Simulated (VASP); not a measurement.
HgTe (Coloradoite): single point with PBE

HgTe (Coloradoite):

```
CELL_PARAMETERS angstrom
0.00000 3.21450 3.21450
3.21450 0.00000 3.21450
3.21450 3.21450 0.00000
ATOMIC_POSITIONS crystal
Hg 0.00000 0.00000 0.00000
Te 0.75000 0.75000 0.75000
```

| Quantity | Value |
| --- | --- |
| Program | VASP 6.6.1 |
| Task | single point |
| Functional | PBE |
| Potentials or basis | VASP PAW PBE potentials, release 64 (Hg_sv_GW, Te_GW) |
| Cutoff | 400 eV |
| k mesh | 3 × 3 × 3 |
| Occupations | gaussian, width 0.02 eV |
| Spin | no spin polarisation |
| Further INCAR settings | ALGO = Normal; EDIFF = 1e-06 |

| Property | Result |
| --- | --- |
| Pressure | 4.8 GPa |
| Band gap on the k mesh | none (metal or under the smearing width) |

Levels at points of the mesh, in eV from the Fermi level:
```tsv
k point	band 11	band 12	band 13	band 14	band 15	band 16
(0.00, 0.00, 0.00)	-0.73	-0.01	-0.01	-0.01	4.17	4.17
```

It took 4.8 s on 1 thread of Intel(R) Xeon(R) 6975P-C (Granite Rapids) (shared host), peak memory 0.17 GiB.

Caveat: the k mesh is coarse (spacing up to 0.56 Å⁻¹), so the values aren't converged. Spin-orbit coupling is left out, which matters for the levels of Hg, Te.
